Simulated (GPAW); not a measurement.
# ZnSe (Stilleite) (F-43m) in GPAW: further runs, part 2 of 2

GPAW 26.7.0. The steps go on from the part before.

## 3. Band structure, BEEF-vdW, spin-orbit coupling, no magnetisation

run.py

```python
import numpy as np
from ase.dft.bandgap import bandgap
from ase.io import read, write
from gpaw import GPAW, PW
from gpaw.spinorbit import soc_eigenstates

atoms = read('POSCAR')

calc = GPAW(mode=PW(600),
            xc={'name': 'BEEF-vdW', 'backend': 'libvdwxc'},
            kpts={'size': (7, 7, 7), 'gamma': True},
            occupations={'name': 'fermi-dirac', 'width': 0.05},
            nbands=18,
            convergence={'density': 1e-05, 'energy': 1e-05},
            maxiter=150,
            txt='gpaw.txt')
atoms.calc = calc
energy = atoms.get_potential_energy()
forces = atoms.get_forces()
calc.write('gs.gpw')
write('result.traj', atoms)
print(f'Energy: {energy:.6f} eV')
print('Forces (eV/A):')
print(forces.round(4))
print('Fermi level:', round(calc.get_fermi_level(), 4), 'eV')
print(f'Gap: {bandgap(calc)[0]:.4f} eV, direct: {bandgap(calc, direct=True)[0]:.4f} eV')

path = atoms.cell.bandpath('GXWKGLUWLK,UX', npoints=60, eps=1e-4)
bs_calc = calc.fixed_density(kpts=path, symmetry='off', nbands=29,
                             convergence={'bands': 'CBM+6.0', 'eigenstates': 1e-6}, txt='bands.txt')
bs = bs_calc.band_structure()
bs.write('bs.json')
print(f'Gap on the path: {bandgap(bs_calc)[0]:.4f} eV')

soc = soc_eigenstates(bs_calc, theta=0, phi=0)
np.savetxt('soc_bands.dat', soc.eigenvalues(), fmt='%.4f')
mesh = soc_eigenstates('gs.gpw', theta=0, phi=0)
np.savetxt('soc_mesh.dat', mesh.eigenvalues(), fmt='%.4f')
print('Fermi level with spin-orbit coupling:', round(mesh.fermi_level, 4), 'eV')
```

POSCAR

```
ZnSe
1.0
    0.0000000000      2.8338000000      2.8338000000
    2.8338000000      0.0000000000      2.8338000000
    2.8338000000      2.8338000000      0.0000000000
Se Zn
1 1
Direct
    0.7500000000      0.7500000000      0.7500000000
    0.0000000000      0.0000000000      0.0000000000
```

Potentials or basis: GPAW PAW data sets (gpaw-data 1.2.1), pw.

On the command line:

```
$ OMP_NUM_THREADS=1 python run.py
```

gpaw.txt:

```text
__  _  _
 | _ |_)|_||  |
 |__||  | ||/\| - 26.7.0

Input parameters:
  mode=PW(ecut=600.0),
  convergence={'density': 1e-05, 'energy': 1e-05},
  kpts=MonkhorstPack(size=(7, 7, 7), gamma=True),
  maxiter=150,
  nbands=18,
  occupations=Occupations(name='fermi-dirac', width=0.05),
  xc=XC(name='BEEF-vdW', backend='libvdwxc')

Diagonalizing LCAO Hamiltonian
Converting LCAO to pw mode

                    Se

       Zn

Atoms  # Å, Bohr magnetons
|   | symbol |        x |        y |        z |    initial magnetic moments |
|---|--------|----------|----------|----------|-----------------------------|
| 0 |     Se | 4.250700 | 4.250700 | 4.250700 | ( 0.0000,  0.0000,  0.0000) |
| 1 |     Zn | 0.000000 | 0.000000 | 0.000000 | ( 0.0000,  0.0000,  0.0000) |

Unit cell  # Å
| periodic |        x |        y |        z |  lengths |    angles |
|----------|----------|----------|----------|----------|-----------|
|      yes | 0.000000 | 2.833800 | 2.833800 | 4.007598 | 60.000000 |
|      yes | 2.833800 | 0.000000 | 2.833800 | 4.007598 | 60.000000 |
|      yes | 2.833800 | 2.833800 | 0.000000 | 4.007598 | 60.000000 |

Number of symmetries: 24
Symmetry operations  # r_c * U_cc + t_c -> r_c
|    | kind |            matrix            |
|----|------|------------------------------|
|  0 |  E   |  1, 0, 0,  0, 1, 0,  0, 0, 1 |
|  1 |  σ   |  1, 0, 0,  0, 0, 1,  0, 1, 0 |
|  2 |  σ   |  1, 0,-1,  0, 1,-1,  0, 0,-1 |
|  3 |  C3  |  1, 0,-1,  0, 0,-1,  0, 1,-1 |
|  4 |  C3  |  1,-1, 0,  0,-1, 1,  0,-1, 0 |
|  5 |  σ   |  1,-1, 0,  0,-1, 0,  0,-1, 1 |
|  6 |  σ   |  0, 1, 0,  1, 0, 0,  0, 0, 1 |
|  7 |  C3  |  0, 1, 0,  0, 0, 1,  1, 0, 0 |
|  8 |  C2  |  0, 1,-1,  1, 0,-1,  0, 0,-1 |
|  9 |  S4  |  0, 1,-1,  0, 0,-1,  1, 0,-1 |
| 10 |  C3  |  0, 0, 1,  1, 0, 0,  0, 1, 0 |
| 11 |  σ   |  0, 0, 1,  0, 1, 0,  1, 0, 0 |
| 12 |  S4  |  0, 0,-1,  1, 0,-1,  0, 1,-1 |
| 13 |  C3  |  0, 0,-1,  0, 1,-1,  1, 0,-1 |
| 14 |  S4  |  0,-1, 1,  1,-1, 0,  0,-1, 0 |
| 15 |  C2  |  0,-1, 1,  0,-1, 0,  1,-1, 0 |
| 16 |  C3  |  0,-1, 0,  1,-1, 0,  0,-1, 1 |
| 17 |  S4  |  0,-1, 0,  0,-1, 1,  1,-1, 0 |
| 18 |  S4  | -1, 1, 0, -1, 0, 1, -1, 0, 0 |
| 19 |  C3  | -1, 1, 0, -1, 0, 0, -1, 0, 1 |
| 20 |  C3  | -1, 0, 1, -1, 1, 0, -1, 0, 0 |
| 21 |  S4  | -1, 0, 1, -1, 0, 0, -1, 1, 0 |
| 22 |  σ   | -1, 0, 0, -1, 1, 0, -1, 0, 1 |
| 23 |  C2  | -1, 0, 0, -1, 0, 1, -1, 1, 0 |

BZ-sampling:
  Number of BZ points: 343
  Number of IBZ points: 20

  Monkhorst-Pack size: [7, 7, 7]
  Monkhorst-Pack shift: [0, 0, 0]

K-points  # in reciprocal-cell coordinates
|     |                                coordinates |     weight |
[... 67 lines left out ...]
    charge:  0.0  # [|e|]
    compensation charges:
      type: gauss
      rc: 0.37  # [Å]
      lmax: 2
    cutoffs:
      filter: 2.14  # [Å]
      core: 2.28  # [Å]
    projectors
    | kind |    occ | energy [eV] | rcut [Å] |
    |------|--------|-------------|----------|
    |   4s |  2.000 |      -5.977 |    1.286 |
    |   4p |  0.000 |      -1.117 |    1.270 |
    |   3d | 10.000 |     -10.142 |    1.180 |
    |    s |        |      21.234 |    1.286 |
    |    p |        |      26.095 |    1.270 |
    |    d |        |      17.070 |    1.180 |

    Using partial waves for Zn as LCAO basis

Reference energy: -114964.858784  # eV

eigensolver:
  PPCG
  Converge bands: occupied
  niter=2

density mixing:
  MSR1-Mixer
  Pratt-step length: 0.05
  Maximum mixing coefficient: 0.75
  Old densities: 10
  SVD Regularization: 0.005
  Good broyden scale: 1.0
  Trust region scale: 1.0
  Backstep threshold: 4.0
  History deletion threshold: 6.0
  Fourier metric: weight=20.0, sigma=0.015

occupation numbers:
  Fermi-Dirac:
    width: 0.0500  # eV

poisson solver:
  ecut: 4800.0  # eV

xc functional:
  name: vdW-BEEF with libvdwxc
  Mode: serial
  Semilocal: BEEVDW with 2 nearest neighbor stencil
  Corresponding non-local functional: vdW-DF2
  Local blocksize: 48 x 48 x 48
  PAW datasets: PBE

convergence criteria:
- Maximum integral of absolute [dens]ity change: 1e-05 electrons / valence electron
- Maximum [total energy] change in last 3 cyles: 1e-05 eV / valence electron
- Maximum integral of absolute [eigenst]ate change: 4e-08 eV^2 / valence electron
maximum number of iterations: 150

SCF iterations
|iter     | |      energy | eigst |  dens |
|---------|-|-------------|-------|-------|
|iter:   1| | -172.685897 | -0.20 |       |
|iter:   2| | -172.642274 | -1.30 | -1.19 |
|iter:   3| | -172.456275 | -1.91 | -1.23 |
|iter:   4| | -172.457232 | -2.85 | -1.89 |
|iter:   5| | -172.458367 | -3.38 | -2.24 |
|iter:   6| | -172.458297 | -4.41 | -3.16 |
|iter:   7| | -172.458319c| -5.08 | -3.55 |
|iter:   8| | -172.458329c| -5.73 | -3.81 |
|iter:   9| | -172.458329c| -7.84c| -5.07c|

Converged in 9 steps
Energy contributions relative to reference atoms: (reference = -114964.858784)

Energy contributions:
  Kinetic:          39.781553
  Coulomb:         -35.501090
  Zero:              0.079268
  External:          0.000000
  Xc:             -176.818059
  Entropy:          -0.000000
  Spinorbit:         0.000000
  ----------------------------
  Free energy:    -172.458329
  Extrapolated:   -172.458329

dipole moment: (-6.983344, -6.983344, -6.983344)  # |e|*Ang

Fermi level: 4.439
Eigenvalues  # (at kpt = [0.000, 0.000, 0.000])
| band index |      eig [eV] | occ [0-2] |
|------------|---------------|-----------|
|          0 |        -9.501 |     2.000 |
|          1 |        -3.083 |     2.000 |
|          2 |        -3.083 |     2.000 |
|          3 |        -3.083 |     2.000 |
|          4 |        -2.751 |     2.000 |
|          5 |        -2.751 |     2.000 |
[... 10 lines left out ...]
|         16 |        16.901 |     0.000 |
|         17 |        16.901 |     0.000 |

Gap: 1.450 eV
Transition (v -> c):
  (s=0, k=0, n=8, [0.00, 0.00, 0.00]) -> (s=0, k=0, n=9, [0.00, 0.00, 0.00])
No difference between direct/indirect transitions

Forces  # eV/Ang
|        x |        y |        z |
|----------|----------|----------|
|  0.00000 | -0.00000 | -0.00000 |  # Se   0
| -0.00000 |  0.00000 |  0.00000 |  # Zn   1

# Writing to gs.gpw (mode='')
```

bands.txt:

```text
Diagonalizing LCAO Hamiltonian
Converting LCAO to pw mode
convergence criteria:
- Maximum integral of absolute [eigenst]ate change: 1e-06 eV^2 / valence electron
maximum number of iterations: 150

SCF iterations
|iter     | |      energy | eigst |  dens |
|---------|-|-------------|-------|-------|
[... 67 lines left out ...]
         [0.41071429, 0.41071429, 0.67857143],
         [0.39285714, 0.39285714, 0.71428571],
         [0.375     , 0.375     , 0.75      ],
         [0.625     , 0.25      , 0.625     ],
         [0.59375   , 0.1875    , 0.59375   ],
         [0.5625    , 0.125     , 0.5625    ],
         [0.53125   , 0.0625    , 0.53125   ],
         [0.5       , 0.        , 0.5       ]])),
  maxiter=150,
  nbands=29,
  occupations=Occupations(name='fermi-dirac', width=0.05),
  symmetry=Symmetry(point_group=False, time_reversal=False),
  xc=XC(name='BEEF-vdW', backend='libvdwxc')
```

Wall time 44 s (1 thread of Arm Neoverse V1, shared host); peak memory 0.28 GiB.

Results:

```yaml
Free_energy: -172.4583 eV
Band_gap_on_the_k_mesh: 1.31 eV, direct
Band_gap_along_the_path: 1.31 eV, direct
```

Levels at the corners of the path, in eV from the valence-band top:
| point | band 14 | band 15 | band 16 | band 17 | band 18 | band 19 | band 20 | band 21 | band 22 | band 23 |
| --- | --- | --- | --- | --- | --- | --- | --- | --- | --- | --- |
| Γ | -0.41 | 0.00 | 0.00 | 0.00 | 0.00 | 1.31 | 1.31 | 5.74 | 5.74 | 5.90 |
| X | -4.82 | -2.34 | -2.34 | -2.16 | -2.15 | 2.99 | 2.99 | 3.47 | 3.47 | 10.68 |
| W | -4.64 | -2.96 | -2.77 | -2.68 | -2.67 | 5.34 | 5.43 | 5.53 | 5.61 | 6.96 |
| K | -4.68 | -3.21 | -3.08 | -1.86 | -1.86 | 3.59 | 3.59 | 5.51 | 5.62 | 9.03 |
| Γ | -0.41 | 0.00 | 0.00 | 0.00 | 0.00 | 1.31 | 1.31 | 5.74 | 5.74 | 5.90 |
| L | -5.23 | -1.09 | -1.09 | -0.85 | -0.85 | 2.57 | 2.57 | 6.36 | 6.36 | 6.43 |
| U | -4.68 | -3.21 | -3.08 | -1.86 | -1.86 | 3.59 | 3.59 | 5.51 | 5.62 | 9.03 |
| W | -4.64 | -2.96 | -2.77 | -2.68 | -2.67 | 5.34 | 5.43 | 5.53 | 5.61 | 6.96 |
| L | -5.23 | -1.09 | -1.09 | -0.85 | -0.85 | 2.57 | 2.57 | 6.36 | 6.36 | 6.43 |
| K | -4.68 | -3.21 | -3.08 | -1.86 | -1.86 | 3.59 | 3.59 | 5.51 | 5.62 | 9.03 |
| U | -4.68 | -3.21 | -3.08 | -1.86 | -1.86 | 3.59 | 3.59 | 5.51 | 5.62 | 9.03 |
| X | -4.82 | -2.34 | -2.34 | -2.16 | -2.15 | 2.99 | 2.99 | 3.47 | 3.47 | 10.68 |

Caveat: spin-orbit coupling was added after a scalar SCF, so levels and gaps hold it while energy, forces, pressure and moments don't; this program's spin-orbit splittings come out too wide for heavy elements; the PAW data sets were made with another functional, which shifts forces and pressure a little.

## 4. Against experiment

Step 2. A measured gap of ZnSe is 2.695 eV (an exciton energy, a little under the gap; 300 K; “Alloy Disordering Effects on the Thermal Conductivity and Energy Gap Temperature Dependence of Cd1−xZnxSe Ternary Crystals Grown by the Bridgman Method”, 2023, pmc:10253836); the calculated 1.32 eV misses it by -1.37 eV. So large a miss can be the level of theory's own, or it may mean another phase, state or a wrong row. Spin-orbit coupling on Se is left out. The value is that of PBE in an atomic basis (GPAW PAW data sets (gpaw-data 1.2.1), lcao:dzp), whose error adds to the functional's,, without temperature or zero-point motion. Semilocal functionals fall short of measured gaps as a rule.

Step 3. Against the measured gap of ZnSe, 2.695 eV (an exciton energy, a little under the gap; 300 K; “Alloy Disordering Effects on the Thermal Conductivity and Energy Gap Temperature Dependence of Cd1−xZnxSe Ternary Crystals Grown by the Bridgman Method”, 2023, pmc:10253836), the calculated 1.31 eV is off by -1.38 eV. So large a miss can be the level of theory's own, or it may mean another phase, state or a wrong row. The value is that of BEEF-vdW, without temperature or zero-point motion.
